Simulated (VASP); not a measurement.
A run of VASP 6.6.1 is set up as follows.

Contents of INCAR:

```
PREC = Accurate
ENCUT = 520
EDIFF = 1E-6
ISMEAR = 0
SIGMA = 0.1
LREAL = F
LASPH = T
NELM = 80
ALGO = Normal
ISIF = 2
LWAVE = F
LCHARG = F
GGA = PE
NBANDS = 16
```

Contents of KPOINTS:

```
Automatic mesh
0
Gamma
  4 4 4
```

The input POSCAR:

```
NaH6
1.0
    3.6376408278      0.0000000000      0.0000000000
    0.0000000000      3.6376408278      0.0000000000
    0.0000000000      0.0000000000      3.6376408278
Na H
1 6
Direct
    0.5000000000      0.5000000000      0.5000000000
    0.0000000000      0.5000000000      0.5000000000
    0.5000000000      0.0000000000      0.5000000000
    0.5000000000      0.5000000000      0.0000000000
    0.5000000000      0.0000000000      0.0000000000
    0.0000000000      0.5000000000      0.0000000000
    0.0000000000      0.0000000000      0.5000000000
```

Potentials or basis: VASP PAW PBE potentials, release 64 (Na_pv, H).

The run is started by

```sh
$ cat potpaw_PBE.64/Na_pv/POTCAR potpaw_PBE.64/H/POTCAR > POTCAR
$ mpirun -np 1 vasp_std > vasp.out
```

Problem. Estimate the pressure.

Solution. 0.1 GPa.

Problem. What does it give for the band gap on the k mesh?

Solution. None (metal or under the smearing width).

Caveat: the k mesh is coarse (spacing up to 0.43 Å⁻¹), so the values aren't converged.
